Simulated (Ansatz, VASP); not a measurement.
**Two plane-wave programs on CaSe**

The input POSCAR:

```
CaSe
1.0
    0.0000000000      3.1046352338      3.1046352338
    3.1046352338      0.0000000000      3.1046352338
    3.1046352338      3.1046352338      0.0000000000
Ca Se
1 1
Direct
    0.0000000000      0.0000000000      0.0000000000
    0.5000000000      0.5000000000      0.5000000000
```

INCAR.step1

```
SYSTEM = CaSe
ALGO     = Normal         ! electronic algorithm
EDIFF    = 1E-4           ! SCF threshold, eV
ENCUT    = 520            ! plane-wave cutoff, eV
GGA      = PE             ! functional
ISMEAR   = 0              ! smearing method
LASPH    = .TRUE.         ! aspherical terms in the spheres
LCHARG   = .FALSE.        ! write CHGCAR
LREAL    = .FALSE.        ! projectors in reciprocal space
LWAVE    = .TRUE.         ! write WAVECAR
NBANDS   = 15             ! bands
NELM     = 80             ! most SCF steps
PREC     = Accurate       ! precision mode
SIGMA    = 0.01           ! smearing width, eV
```

The input INCAR.step2:

```
SYSTEM = CaSe
ALGO     = Normal         ! electronic algorithm
EDIFF    = 1E-6           ! SCF threshold, eV
ENCUT    = 520            ! plane-wave cutoff, eV
ISIF     = 2              ! what is computed and relaxed
ISMEAR   = 0              ! smearing method
ISTART   = 1            
LASPH    = .TRUE.         ! aspherical terms in the spheres
LCHARG   = .TRUE.         ! write CHGCAR
LELF     = .TRUE.         ! ELF
LMIXTAU  = .TRUE.       
LREAL    = .FALSE.        ! projectors in reciprocal space
LVHAR    = .TRUE.       
LWAVE    = .FALSE.        ! write WAVECAR
METAGGA  = R2SCAN         ! meta-GGA
NBANDS   = 15             ! bands
NELM     = 80             ! most SCF steps
PREC     = Accurate       ! precision mode
SIGMA    = 0.01           ! smearing width, eV
```

The input KPOINTS:

```
k-points
0
G
  8 8 8
  0 0 0
```

Input for Ansatz:

```yaml
crystal:
  lattice:
    - [0.0, 3.1046352338, 3.1046352338]
    - [3.1046352338, 0.0, 3.1046352338]
    - [3.1046352338, 3.1046352338, 0.0]
  atoms:
    - { symbol: Ca, position: [0.0, 0.0, 0.0] }
    - { symbol: Se, position: [0.5, 0.5, 0.5] }
kpoints:
  mp_grid: { grid: [8, 8, 8] }
  band_path:
    path:
      - [0.0, 0.0, 0.0]
      - [0.5, 0.0, 0.5]
      - [0.625, 0.25, 0.625]
      - [0.375, 0.375, 0.75]
      - [0.5, 0.5, 0.5]
      - [0.5, 0.25, 0.75]
    npoints: 1
hamiltonian:
  xc: r2scan
scf:
  occupations: { method: fixed }
  n_extra_bands: 4
output:
  forces: true
  stress: true
  eigenvalues: true
```

Change from the starting cell: hydrostatic strain +4.6%.

Alike in both runs: task single point; functional r2SCAN; k mesh 8 × 8 × 8; no spin polarisation.

|  | VASP | Ansatz |
| --- | --- | --- |
| version | VASP 6.6.1 | Ansatz 0.2.0 |
| potentials or method | VASP PAW PBE potentials, release 64 (Ca_sv, Se) | plane waves, PAW |
| plane-wave cutoff (eV) | 520 | 500 |
| occupations | gaussian, width 0.01 eV | fixed |
| valence electrons in the cell | 16 | 26 |

|  | VASP | Ansatz | Ansatz less VASP |
| --- | --- | --- | --- |
| gap on the k mesh at the Fermi level (eV) | 2.77 | 2.77 | -0.003 |
| pressure (GPa) | -5.2 | -5.3 | -0.13 |

The two sets of potentials don't hold the same shells in valence.

Caveats: the PAW data sets were made with another functional, which shifts forces and pressure a little (VASP). A k mesh can miss the band edges.
